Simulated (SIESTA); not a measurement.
HfC under changes of volume

One of the cells (12.568 Å³/atom); the others are scaled copies at fixed shape and fractional positions:

```xyz
2
Lattice="0.0000 2.3250 2.3250 2.3250 0.0000 2.3250 2.3250 2.3250 0.0000" Properties=species:S:1:pos:R:3 pbc="T T T"
Hf    2.3250    2.3250    2.3250
C     0.0000    0.0000    0.0000
```

* Program: SIESTA 5.4.2
* Functional: LDA
* Potentials or basis: PseudoDojo 0.4 standard (LDA files)
* Basis: DZP (energy shift 0.003 Ry; two zetas on semicore shells)
* Grid cutoff: 800 Ry
* Energy shift: 0.003 Ry
* k mesh: 10 × 10 × 10
* Occupations: fermi-dirac, width 0.05 eV
* Spin: no spin polarisation

```csv
volume (Å³/atom),energy over the lowest point (meV/atom),pressure (GPa)
11.814,4.83,6.0
12.065,0.00,0.3
12.317,3.86,-5.0
12.568,15.65,-9.9
12.819,?,?
13.071,60.04,-18.1
13.322,91.39,-21.7
```

What does the run at 12.819 Å³/atom give?

Energy over the lowest point 34.60 meV/atom; pressure -14.2 GPa.

Worked out: A Birch-Murnaghan fit of order 3 (a polynomial in V^(-2/3)) to the other rows has its minimum at 12.08 Å³/atom with B0 = V·E''(V) = 265 GPa and B' = 3.7. It gives 34.54 meV/atom at 12.819 Å³/atom, against the run's 34.60, and -dE/dV = -14.2 GPa, against -14.2.

Energies are extrapolated to zero smearing.

Caveats: short orbitals over semicore shells can move pressures by several GPa; the basis of atomic orbitals isn't converged, which shifts pressures, moduli and gaps.
